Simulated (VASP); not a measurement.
# HfC (I4/mmm) in VASP: a series of runs

The runs below take HfC through single point, with PBEsol.

Everything below comes from runs of VASP 6.6.1. Logs are shortened: lines on timing, memory, paths and dates and some standing lists are left out, and cuts for length are marked.

## (1) The crystal as given

The structure is tetragonal, space group I4/mmm (No. 139). Conventional cell: a = 3.273 Å, b = 3.273 Å, c = 4.598 Å, α = 90.00°, β = 90.00°, γ = 90.00°. Around Hf (site symmetry 4/mmm) lie 6 C at 2.30 to 2.31 Å. C (site symmetry 4/mmm) is surrounded by 6 Hf at 2.30 to 2.31 Å.

## (2) Single point, PBEsol

INCAR

```
SYSTEM = HfC
PREC = Accurate
ENCUT = 520
EDIFF = 1E-6
ISMEAR = 0
SIGMA = 0.1
LREAL = .FALSE.
LASPH = .TRUE.
NELM = 100
ALGO = Fast
ISIF = 2
LWAVE = .FALSE.
LCHARG = .FALSE.
GGA = PS
NBANDS = 14
ISYM = 0
```

KPOINTS

```
regular mesh
0
G
  11 11 15
  0 0 0
```

POSCAR

```
HfC
1.0
    3.2733713725     -0.0000000115      0.0002744711
   -0.0000000115      3.2733713725      0.0002744711
    1.6368777444      1.6368777444      2.2992513097
Hf C
1 1
Direct
    0.0000000000      0.0000000000      0.0000000000
    0.5000000000      0.5000000000      0.0000000000
```

Potentials or basis: VASP PAW PBE potentials, release 64 (Hf_pv, C).

Run with:

```sh
> cat potpaw_PBE.64/Hf_pv/POTCAR potpaw_PBE.64/C/POTCAR > POTCAR
> mpirun -np 1 vasp_std > vasp.out
```

OUTCAR:

```text
SYSTEM = HfC
   PREC = Accurate
   ENCUT = 520
   EDIFF = 1E-6
   ISMEAR = 0
   LREAL = .FALSE.
   LASPH = .TRUE.
   NELM = 100
   ISIF = 2
   GGA = PS
   ISYM = 0

 ion  position               nearest neighbor table
   1  0.000  0.000  0.000-   2 2.30   2 2.30   2 2.31   2 2.31   2 2.31   2 2.31
   2  0.500  0.500  0.000-   1 2.30   1 2.30   1 2.31   1 2.31   1 2.31   1 2.31

IMPORTANT INFORMATION: All symmetrisations will be switched off!
NOSYMM: (Re-)initialisation of all symmetry stuff for point group C_1.

----------------------------------------------------------------------------------------

                                     Primitive cell

  volume of cell :      24.6334

  direct lattice vectors                    reciprocal lattice vectors
     3.273371373 -0.000000012  0.000274471     0.305513670  0.000018240 -0.217513580
    -0.000000012  3.273371373  0.000274471     0.000018240  0.305513670 -0.217513580
     1.636877744  1.636877744  2.299251310    -0.000036473 -0.000036473  0.434976115

  length of vectors
     3.273371384  3.273371384  3.262712688     0.375034345  0.375034345  0.434976118

  position of ions in fractional coordinates (direct lattice)
     0.000000000  0.000000000  0.000000000
     0.500000000  0.500000000  0.000000000

  ion indices of the primitive-cell ions
   primitive index   ion index
                 1           1
                 2           2

----------------------------------------------------------------------------------------

 KPOINTS: regular mesh

Automatic generation of k-mesh.
 Grid dimensions read from file:
 generate k-points for:   11   11   15

 Generating k-lattice:

  Cartesian coordinates                     Fractional coordinates (reciprocal lattice)
     0.027773970  0.000001658 -0.019773962     0.090909091  0.000000000  0.000000000
     0.000001658  0.027773970 -0.019773962     0.000000000  0.090909091  0.000000000
    -0.000002432 -0.000002432  0.028998408     0.000000000  0.000000000  0.066666667

  Length of vectors
     0.034094031  0.034094031  0.028998408

  Shift w.r.t. Gamma in fractional coordinates (k-lattice)
     0.000000000  0.000000000  0.000000000

 Subroutine IBZKPT returns following result:
 ===========================================

 Found    908 irreducible k-points:

 Following reciprocal coordinates:
            Coordinates               Weight
  0.000000  0.000000  0.000000      1.000000
  0.090909  0.000000  0.000000      2.000000
  0.000000 -0.090909  0.000000      2.000000
  0.181818 -0.000000 -0.000000      2.000000
[... 52 lines left out ...]
   EMIN   =  10.00;   EMAX   =-10.00  energy-range for DOS
   EFERMI =   0.00;   METHOD = LEGACY
   ISMEAR =     0;   SIGMA  =   0.10  broadening in eV -4-tet -1-fermi 0-gaus
   EFERMI_NEDOS =   21; number of points for ismear=-14 and -15
   IALGO  =     68    algorithm
   IMIX   =      4    mixing-type and parameters
     AMIX     =   0.40;   BMIX     =  1.00
     AMIX_MAG =   1.60;   BMIX_MAG =  1.00
  volume/ion in A,a.u.               =      12.32        83.12
  Fermi-wavevector in a.u.,A,eV,Ry     =   1.356050  2.562563 25.019377  1.838872
  Thomas-Fermi vector in A             =   2.483086
   LORBIT       =      0    0 simple, 1 ext, 2 COOP (PROOUT), +10 PAW based schemes
   GGA     = PS    functional components
   LHFCALC =     F    Hartree Fock is set to
   AEXX    =    0.0000 exact exchange contribution
   IVDW    =     0    specifies the selected vdW correction
   LEPSILON=     F    determine dielectric tensor
   LRPA    =     F    only Hartree local field effects (RPA)
 non-spin polarized calculation
 RMM-DIIS sequential band-by-band and
 Gauss-broadening in eV      SIGMA  =   0.10
  energy-cutoff  :      520.00
  volume of cell :       24.63
 maximum number of plane-waves:       676
   NGX = 13   NGY = 13   NGZ = 13

 number of electron      14.0000002 magnetization

 Free energy of the ion-electron system (eV)
  ---------------------------------------------------
  ext. energy  EPLUGINS =         0.00000000
  ---------------------------------------------------
  free energy    TOTEN  =       -22.19364701 eV

  energy without entropy =      -22.19212534  energy(sigma->0) =      -22.19288618

 E-fermi :   5.9893     XC(G=0): -12.5202

 val. band max:        5.9643301885   @ k =   0.0909   0.0000   0.0667
 cond. band min:       6.0030924036   @ k =  -0.2727  -0.3636  -0.3333
 fundamental gap:      0.0387622152
 Fermi energy:         5.9892940969

 k-point     1 :       0.0000    0.0000    0.0000
  band No.  band energies     occupation
      1     -23.4438      2.00000
      2     -23.4435      2.00000
      3     -23.4371      2.00000
      4      -6.4293      2.00000
      5       6.9879      0.00000
      6       6.9883      0.00000
      7       7.0242      0.00000
      8       7.2868      0.00000
      9       7.2870      0.00000
     10       7.3619      0.00000
     11       9.3420      0.00000
     12       9.4290      0.00000
     13      13.0389      0.00000
     14      16.9665      0.00000
[... 377 lines left out ...]
      1     -23.9960      2.00000
      2     -23.5261      2.00000
      3     -23.5165      2.00000
      4      -3.9713      2.00000
      5       1.4592      2.00000
      6       3.3716      2.00000
      7       3.7722      2.00000
      8       8.6458      0.00000
      9      10.6885      0.00000
     10      10.7075      0.00000
     11      14.4127      0.00000
     12      14.8750      0.00000
     13      16.5573      0.00000
     14      20.1168      0.00000

 [... further k-points ...]

------------------------ aborting loop because EDIFF is reached ----------------------------------------

  FORCE on cell =-STRESS in cart. coord.  units (eV):
  Direction    XX          YY          ZZ          XY          YZ          ZX
  --------------------------------------------------------------------------------------
  -------------------------------------------------------------------------------------
  Total       -0.4784759     -0.4784751     -0.0457820     -0.0058897      0.0000964      0.0000977
  in kB      -31.1204248    -31.1203702     -2.9776918     -0.3830730      0.0062696      0.0063544
  external PRESSURE =     -21.7394956 kB  Pullay stress =       0.0000000 kB

 VOLUME and BASIS-vectors are now :
 -----------------------------------------------------------------------------
  energy-cutoff  :      520.00
  volume of cell :       24.63
      direct lattice vectors                 reciprocal lattice vectors
     3.273371373 -0.000000012  0.000274471     0.305513670  0.000018240 -0.217513580
    -0.000000012  3.273371373  0.000274471     0.000018240  0.305513670 -0.217513580
     1.636877744  1.636877744  2.299251310    -0.000036473 -0.000036473  0.434976115

 POSITION                                       TOTAL-FORCE (eV/Angst)
 -----------------------------------------------------------------------------------
      0.00000      0.00000      0.00000         0.000000     -0.000000      0.000000
      1.63669      1.63669      0.00027        -0.000000      0.000000     -0.000000
 -----------------------------------------------------------------------------------
    total drift:                                0.000000     -0.000001     -0.000000

  FREE ENERGIE OF THE ION-ELECTRON SYSTEM (eV)
  ---------------------------------------------------
  free  energy   TOTEN  =       -22.1936470134 eV

  energy  without entropy=      -22.1921253386  energy(sigma->0) =      -22.19288618
```

Run time: 72 s. Hardware: 1 thread of Intel Xeon 6975P-C (Granite Rapids), shared host; peak memory 0.41 GiB.

Results:

* Free energy: -22.1936 eV
* Pressure: -2.2 GPa
* Band gap on the k mesh: none (metal or under the smearing width)

Caveat: the PAW data sets were made with another functional, which shifts forces and pressure a little. The run has no spin-orbit coupling, so splittings on Hf are missing.

[end of part 1 of 2]
